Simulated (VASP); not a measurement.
# TiO2 (P4_2/mnm) in VASP: notebook

One crystal, TiO2, is run at these levels: LAK, PBE; tasks: band structure, dielectric tensor.

Everything below comes from runs of VASP 6.6.1. Logs are shortened: lines on timing, memory, paths and dates and some standing lists are left out, and cuts for length are marked.

**The experiment to reproduce.**

From “Shallow Valence Band of Rutile GeO2 and P-type Doping”, 2020, arxiv:2011.08928, for a bulk crystal of TiO2 at 1.6 K: band gap 3.03 eV (direct).

The runs below are set against these values where they give the same quantity.

### Step 1. Starting point

It takes space group P4_2/mnm (No. 136, tetragonal). The conventional cell has a = 4.600 Å, b = 4.600 Å, c = 2.959 Å, α = 90.00°, β = 90.00°, γ = 90.00°. Ti (site symmetry mmm) is surrounded by 6 O at 1.95 to 1.98 Å. O (site symmetry m2m) is surrounded by 3 Ti at 1.95 to 1.98 Å.

The cell is a database's computed one.

### Step 2. Band structure, LAK

Input file INCAR:

```
SYSTEM = TiO2
  PREC = Accurate
  ENCUT = 520
  EDIFF = 1E-7
  ISMEAR = -1
  SIGMA = 0.05
  LREAL = .False.
  LASPH = .True.
  NELM = 60
  ALGO = Normal
  ISIF = 2
  LWAVE = .False.
  LCHARG = .False.
  LMAXMIX = 4
  METAGGA = LAK
  LMIXTAU = .True.
  NBANDS = 33
```

Input file KPOINTS:

```
Automatic mesh
0
Gamma
  6 6 9
  0 0 0
```

Input file POSCAR:

```
TiO2
1.0
    4.5998373239      0.0000000000      0.0000000000
    0.0000000000      4.5998373239      0.0000000000
    0.0000000000      0.0000000000      2.9592135600
Ti O
2 4
Direct
    0.0000000000      0.0000000000      0.5000000000
    0.5000000000      0.5000000000      0.0000000000
    0.3043213200      0.3043213200      0.5000000000
    0.1956786800      0.8043213200      0.0000000000
    0.8043213200      0.1956786800      0.0000000000
    0.6956786800      0.6956786800      0.5000000000
```

Input file KPOINTS_OPT:

```
path GXMGZRAZ,XR,MA
15
line-mode
reciprocal
 0.0000000000  0.0000000000  0.0000000000  G
 0.0000000000  0.5000000000  0.0000000000  X

 0.0000000000  0.5000000000  0.0000000000  X
 0.5000000000  0.5000000000  0.0000000000  M

 0.5000000000  0.5000000000  0.0000000000  M
 0.0000000000  0.0000000000  0.0000000000  G

 0.0000000000  0.0000000000  0.0000000000  G
 0.0000000000  0.0000000000  0.5000000000  Z

 0.0000000000  0.0000000000  0.5000000000  Z
 0.0000000000  0.5000000000  0.5000000000  R

 0.0000000000  0.5000000000  0.5000000000  R
 0.5000000000  0.5000000000  0.5000000000  A

 0.5000000000  0.5000000000  0.5000000000  A
 0.0000000000  0.0000000000  0.5000000000  Z

 0.0000000000  0.5000000000  0.0000000000  X
 0.0000000000  0.5000000000  0.5000000000  R

 0.5000000000  0.5000000000  0.0000000000  M
 0.5000000000  0.5000000000  0.5000000000  A
```

Potentials or basis: VASP PAW PBE potentials, release 64 (Ti_sv, O).

On the command line:

```console
$ cat potpaw_PBE.64/Ti_sv/POTCAR potpaw_PBE.64/O/POTCAR > POTCAR
$ mpirun -np 1 vasp_std > vasp.out
```

OUTCAR:

```text
SYSTEM = TiO2
   PREC = Accurate
   ENCUT = 520
   EDIFF = 1E-7
   ISMEAR = -1
   LREAL = .False.
   LASPH = .True.
   NELM = 60
   ISIF = 2
   METAGGA = LAK

 ion  position               nearest neighbor table
   1  0.000  0.000  0.500-   4 1.95   5 1.95   4 1.95   5 1.95   3 1.98   6 1.98
   2  0.500  0.500  0.000-   3 1.95   6 1.95   3 1.95   6 1.95   5 1.98   4 1.98
   3  0.304  0.304  0.500-   2 1.95   2 1.95   1 1.98
   4  0.196  0.804  0.000-   1 1.95   1 1.95   2 1.98
   5  0.804  0.196  0.000-   1 1.95   1 1.95   2 1.98
   6  0.696  0.696  0.500-   2 1.95   2 1.95   1 1.98

  LATTYP: Found a simple tetragonal cell.
 ALAT       =     4.5998373239
 C/A-ratio  =     0.6433300466

  Lattice vectors:

 A1 = (   4.5998373239,   0.0000000000,   0.0000000000)
 A2 = (   0.0000000000,   4.5998373239,   0.0000000000)
 A3 = (   0.0000000000,   0.0000000000,   2.9592135600)

Analysis of symmetry for initial positions (statically):
=====================================================================
 Subroutine PRICEL returns:
 Original cell was already a primitive cell.

 Routine SETGRP: Setting up the symmetry group for a
 simple tetragonal supercell.

 Subroutine GETGRP returns: Found 16 space group operations
 (whereof  8 operations were pure point group operations)
 out of a pool of 16 trial point group operations.

The static configuration has the point symmetry D_2h.
 The point group associated with its full space group is D_4h.

Analysis of symmetry for dynamics (positions and initial velocities):
=====================================================================
 Subroutine PRICEL returns:
 Original cell was already a primitive cell.

 Routine SETGRP: Setting up the symmetry group for a
 simple tetragonal supercell.

 Subroutine GETGRP returns: Found 16 space group operations
 (whereof  8 operations were pure point group operations)
 out of a pool of 16 trial point group operations.

The dynamic configuration has the point symmetry D_2h.
 The point group associated with its full space group is D_4h.

 Subroutine INISYM returns: Found 16 space group operations
 (whereof  8 operations are pure point group operations),
 and found     1 'primitive' translations

----------------------------------------------------------------------------------------

                                     Primitive cell

  volume of cell :      62.6125

  direct lattice vectors                    reciprocal lattice vectors
     4.599837324  0.000000000  0.000000000     0.217398993  0.000000000  0.000000000
     0.000000000  4.599837324  0.000000000     0.000000000  0.217398993  0.000000000
     0.000000000  0.000000000  2.959213560     0.000000000  0.000000000  0.337927622

  length of vectors
     4.599837324  4.599837324  2.959213560     0.217398993  0.217398993  0.337927622

  position of ions in fractional coordinates (direct lattice)
     0.000000000  0.000000000  0.500000000
     0.500000000  0.500000000  0.000000000
     0.304321320  0.304321320  0.500000000
     0.195678680  0.804321320  0.000000000
     0.804321320  0.195678680  0.000000000
     0.695678680  0.695678680  0.500000000

  ion indices of the primitive-cell ions
   primitive index   ion index
                 1           1
                 2           2
                 3           3
                 4           4
                 5           5
                 6           6

----------------------------------------------------------------------------------------

 KPOINTS: Automatic mesh

Automatic generation of k-mesh.
 Grid dimensions read from file:
 generate k-points for:    6    6    9

 Generating k-lattice:

  Cartesian coordinates                     Fractional coordinates (reciprocal lattice)
     0.036233165  0.000000000  0.000000000     0.166666667  0.000000000  0.000000000
     0.000000000  0.036233165  0.000000000     0.000000000  0.166666667  0.000000000
     0.000000000  0.000000000  0.037547514     0.000000000  0.000000000  0.111111111

  Length of vectors
     0.036233165  0.036233165  0.037547514

  Shift w.r.t. Gamma in fractional coordinates (k-lattice)
     0.000000000  0.000000000  0.000000000

 Subroutine IBZKPT returns following result:
 ===========================================

 Found     50 irreducible k-points:

 Following reciprocal coordinates:
            Coordinates               Weight
  0.000000  0.000000  0.000000      1.000000
  0.166667  0.000000  0.000000      4.000000
  0.333333  0.000000  0.000000      4.000000
  0.500000  0.000000  0.000000      2.000000
  0.166667  0.166667  0.000000      4.000000
  0.333333  0.166667  0.000000      8.000000
[... 16 lines left out ...]
  0.333333  0.000000  0.222222      8.000000
  0.500000  0.000000  0.222222      4.000000
 [... further k-points ...]
   k-points           NKPTS =     50   k-points in BZ     NKDIM =     50   number of bands    NBANDS=     33
   number of dos      NEDOS =    301   number of ions     NIONS =      6
   total plane-waves  NPLWV =  31104
   dimension x,y,z NGX =    36 NGY =   36 NGZ =   24
   dimension x,y,z NGXF=    72 NGYF=   72 NGZF=   48
   ions per type =               2   4
   NGX,Y,Z   is equivalent  to a cutoff of  13.01, 13.01, 13.48 a.u.
   NGXF,Y,Z  is equivalent  to a cutoff of  26.02, 26.02, 26.97 a.u.
 SYSTEM =  TiO2
   PREC   = accura    normal or accurate (medium, high low for compatibility)
   ISTART =      0    job   : 0-new  1-cont  2-samecut
   ICHARG =      2    charge: 1-file 2-atom 10-const
   ISPIN  =      1    spin polarized calculation?
   LNONCOLLINEAR =      F non collinear calculations
   LSORBIT =      F    spin-orbit coupling
   LASPH  =      T    aspherical Exc in radial PAW
   ENCUT  =  520.0 eV  38.22 Ry    6.18 a.u.   8.55  8.55  5.50*2*pi/ulx,y,z
   NELM   =     60;   NELMIN=  2; NELMDL= -5     # of ELM steps
   EDIFF  = 0.1E-06   stopping-criterion for ELM
   LREAL  =      F    real-space projection
   EDIFFG = 0.1E-05   stopping-criterion for IOM
   NSW    =      0    number of steps for IOM
   IBRION =     -1    ionic relax: 0-MD 1-quasi-New 2-CG
   NFREE  =      0    steps in history (QN), initial steepest desc. (CG)
   ISIF   =      2    stress and relaxation
   ISYM   =      2    0-nonsym 1-usesym 2-fastsym
   POTIM  = 0.5000    time-step for ionic-motion
   TEBEG  =    0.0;   TEEND  =   0.0 temperature during run
   PSTRESS=    0.0 pullay stress
   NELECT =      48.0000    total number of electrons
   NUPDOWN=      -1.0000    fix difference up-down
   EMIN   =  10.00;   EMAX   =-10.00  energy-range for DOS
   EFERMI =   0.00;   METHOD = LEGACY
   ISMEAR =    -1;   SIGMA  =   0.05  broadening in eV -4-tet -1-fermi 0-gaus
   EFERMI_NEDOS =   21; number of points for ismear=-14 and -15
   IALGO  =     38    algorithm
   IMIX   =      4    mixing-type and parameters
     AMIX     =   0.40;   BMIX     =  1.00
     AMIX_MAG =   1.60;   BMIX_MAG =  1.00
  volume/ion in A,a.u.               =      10.44        70.42
  Fermi-wavevector in a.u.,A,eV,Ry     =   1.498309  2.831394 30.544140  2.244931
  Thomas-Fermi vector in A             =   2.610085
   LORBIT       =      0    0 simple, 1 ext, 2 COOP (PROOUT), +10 PAW based schemes
   METAGGA = LAK    functional components
   LHFCALC =     F    Hartree Fock is set to
   AEXX    =    0.0000 exact exchange contribution
   IVDW    =     0    specifies the selected vdW correction
   LEPSILON=     F    determine dielectric tensor
   LRPA    =     F    only Hartree local field effects (RPA)
 non-spin polarized calculation
  energy-cutoff  :      520.00
  volume of cell :       62.61
 maximum number of plane-waves:      1720
 NGX is ok and might be reduce to    36
   NGX = 17   NGY = 17   NGZ = 11

 number of electron      48.0000021 magnetization

 Free energy of the ion-electron system (eV)
  ---------------------------------------------------
  ext. energy  EPLUGINS =         0.00000000
  ---------------------------------------------------
  free energy    TOTEN  =       -41.66293002 eV

  energy without entropy =      -41.66293002  energy(sigma->0) =      -41.66293002

 E-fermi :   5.7558     XC(G=0): -11.9594

 val. band max:        4.7332816947   @ k =   0.0000   0.0000   0.0000
 cond. band min:       7.0951491637   @ k =   0.0000   0.0000   0.0000
 fundamental gap:      2.3618674690
 Fermi energy:         5.7557570077

 k-point     1 :       0.0000    0.0000    0.0000
  band No.  band energies     occupation
      1     -55.3607      2.00000
      2     -55.3436      2.00000
      3     -30.1899      2.00000
      4     -30.1899      2.00000
      5     -30.0146      2.00000
      6     -30.0146      2.00000
[... 25 lines left out ...]
     32      11.7771      0.00000
     33      11.7771      0.00000

 k-point     2 :       0.1667    0.0000    0.0000
  band No.  band energies     occupation
      1     -55.3596      2.00000
      2     -55.3448      2.00000
      3     -30.1805      2.00000
      4     -30.1797      2.00000
      5     -30.0259      2.00000
      6     -30.0251      2.00000
[... 25 lines left out ...]
     32      11.6770      0.00000
     33      11.6976      0.00000

 k-point     3 :       0.3333    0.0000    0.0000
  band No.  band energies     occupation
      1     -55.3564      2.00000
      2     -55.3479      2.00000
      3     -30.1553      2.00000
      4     -30.1533      2.00000
      5     -30.0544      2.00000
      6     -30.0523      2.00000
[... 25 lines left out ...]
     32      11.4747      0.00000
     33      11.5148      0.00000

 k-point     4 :       0.5000    0.0000    0.0000
  band No.  band energies     occupation
      1     -55.3522      2.00000
      2     -55.3522      2.00000
      3     -30.1333      2.00000
      4     -30.1333      2.00000
      5     -30.0753      2.00000
      6     -30.0753      2.00000
[... 673 lines left out ...]
     32      10.9813      0.00000
     33      11.2237      0.00000

 k-point    23 :       0.3333    0.0000    0.2222
  band No.  band energies     occupation
      1     -55.3396      2.00000
      2     -55.3330      2.00000
      3     -30.1895      2.00000
      4     -30.1747      2.00000
      5     -30.1040      2.00000
      6     -30.0957      2.00000
[... 25 lines left out ...]
     32      10.5503      0.00000
     33      11.3089      0.00000

 k-point    24 :       0.5000    0.0000    0.2222
  band No.  band energies     occupation
      1     -55.3363      2.00000
      2     -55.3363      2.00000
      3     -30.1855      2.00000
      4     -30.1855      2.00000
      5     -30.0836      2.00000
      6     -30.0836      2.00000
[... 25 lines left out ...]
     32      10.3569      0.00000
     33      11.7505      0.00000

 [... further k-points ...]

------------------------ aborting loop because EDIFF is reached ----------------------------------------

  FORCE on cell =-STRESS in cart. coord.  units (eV):
  Direction    XX          YY          ZZ          XY          YZ          ZX
  --------------------------------------------------------------------------------------
  -------------------------------------------------------------------------------------
  Total        2.0115971      2.0115971      2.9173642      0.0000000      0.0000000      0.0000000
  in kB       51.4742851     51.4742851     74.6517483      0.0000000      0.0000000      0.0000000
  external PRESSURE =      59.2001062 kB  Pullay stress =       0.0000000 kB

 VOLUME and BASIS-vectors are now :
 -----------------------------------------------------------------------------
  energy-cutoff  :      520.00
  volume of cell :       62.61
      direct lattice vectors                 reciprocal lattice vectors
     4.599837324  0.000000000  0.000000000     0.217398993  0.000000000  0.000000000
     0.000000000  4.599837324  0.000000000     0.000000000  0.217398993  0.000000000
     0.000000000  0.000000000  2.959213560     0.000000000  0.000000000  0.337927622

 POSITION                                       TOTAL-FORCE (eV/Angst)
 -----------------------------------------------------------------------------------
      0.00000      0.00000      1.47961        -0.000000      0.000000      0.000000
      2.29992      2.29992      0.00000        -0.000000      0.000000      0.000000
      1.39983      1.39983      1.47961        -0.030165     -0.030165     -0.000000
      0.90009      3.69975      0.00000         0.030165     -0.030165      0.000000
      3.69975      0.90009      0.00000        -0.030165      0.030165      0.000000
      3.20001      3.20001      1.47961         0.030165      0.030165      0.000000
 -----------------------------------------------------------------------------------
    total drift:                                0.000000      0.000000      0.000000

  FREE ENERGIE OF THE ION-ELECTRON SYSTEM (eV)
  ---------------------------------------------------
  free  energy   TOTEN  =       -41.6629300188 eV

  energy  without entropy=      -41.6629300187  energy(sigma->0) =      -41.66293002
```

Wall time 13 min (1 thread of Intel Xeon Platinum 8259CL at 2.50GHz (Skylake/Cascade Lake), shared host); peak memory 0.26 GiB.

Results:

* Free energy: -41.6629 eV
* Pressure: 5.9 GPa
* Largest force: 0.043 eV/Å
* Band gap on the k mesh: 2.36 eV, direct
* Band gap along the path: 2.36 eV, direct

Forces on the atoms (eV/Å):
```
Ti   0.000  0.000  0.000
Ti   0.000  0.000  0.000
O   -0.030 -0.030  0.000
O    0.030 -0.030  0.000
O   -0.030  0.030  0.000
O    0.030  0.030  0.000
```

Levels at the corners of the path, in eV from the valence-band top:
| point | band 20 | band 21 | band 22 | band 23 | band 24 | band 25 | band 26 | band 27 | band 28 | band 29 |
| --- | --- | --- | --- | --- | --- | --- | --- | --- | --- | --- |
| Γ | -2.12 | -0.82 | -0.53 | -0.53 | 0.00 | 2.36 | 2.68 | 2.92 | 3.02 | 3.02 |
| X | -3.18 | -1.74 | -1.74 | -0.77 | -0.77 | 3.03 | 3.03 | 3.55 | 3.55 | 4.07 |
| X | -3.18 | -1.74 | -1.74 | -0.77 | -0.77 | 3.03 | 3.03 | 3.55 | 3.55 | 4.07 |
| M | -2.18 | -1.43 | -1.43 | -1.18 | -1.18 | 2.40 | 2.40 | 3.04 | 3.04 | 4.32 |
| M | -2.18 | -1.43 | -1.43 | -1.18 | -1.18 | 2.40 | 2.40 | 3.04 | 3.04 | 4.32 |
| Γ | -2.12 | -0.82 | -0.53 | -0.53 | 0.00 | 2.36 | 2.68 | 2.92 | 3.02 | 3.02 |
| Γ | -2.12 | -0.82 | -0.53 | -0.53 | 0.00 | 2.36 | 2.68 | 2.92 | 3.02 | 3.02 |
| Z | -2.93 | -2.38 | -2.38 | -1.48 | -1.48 | 3.46 | 3.46 | 3.73 | 3.73 | 4.16 |
| Z | -2.93 | -2.38 | -2.38 | -1.48 | -1.48 | 3.46 | 3.46 | 3.73 | 3.73 | 4.16 |
| R | -2.50 | -2.05 | -2.05 | -1.11 | -1.11 | 2.45 | 2.45 | 3.75 | 3.75 | 4.40 |
| R | -2.50 | -2.05 | -2.05 | -1.11 | -1.11 | 2.45 | 2.45 | 3.75 | 3.75 | 4.40 |
| A | -2.90 | -1.31 | -1.31 | -0.74 | -0.74 | 3.10 | 3.10 | 3.73 | 3.73 | 3.78 |
| A | -2.90 | -1.31 | -1.31 | -0.74 | -0.74 | 3.10 | 3.10 | 3.73 | 3.73 | 3.78 |
| Z | -2.93 | -2.38 | -2.38 | -1.48 | -1.48 | 3.46 | 3.46 | 3.73 | 3.73 | 4.16 |
| X | -3.18 | -1.74 | -1.74 | -0.77 | -0.77 | 3.03 | 3.03 | 3.55 | 3.55 | 4.07 |
| R | -2.50 | -2.05 | -2.05 | -1.11 | -1.11 | 2.45 | 2.45 | 3.75 | 3.75 | 4.40 |
| M | -2.18 | -1.43 | -1.43 | -1.18 | -1.18 | 2.40 | 2.40 | 3.04 | 3.04 | 4.32 |
| A | -2.90 | -1.31 | -1.31 | -0.74 | -0.74 | 3.10 | 3.10 | 3.73 | 3.73 | 3.78 |

Caveat: the PAW data sets were made with another functional, which shifts forces and pressure a little.

[end of part 1 of 3]
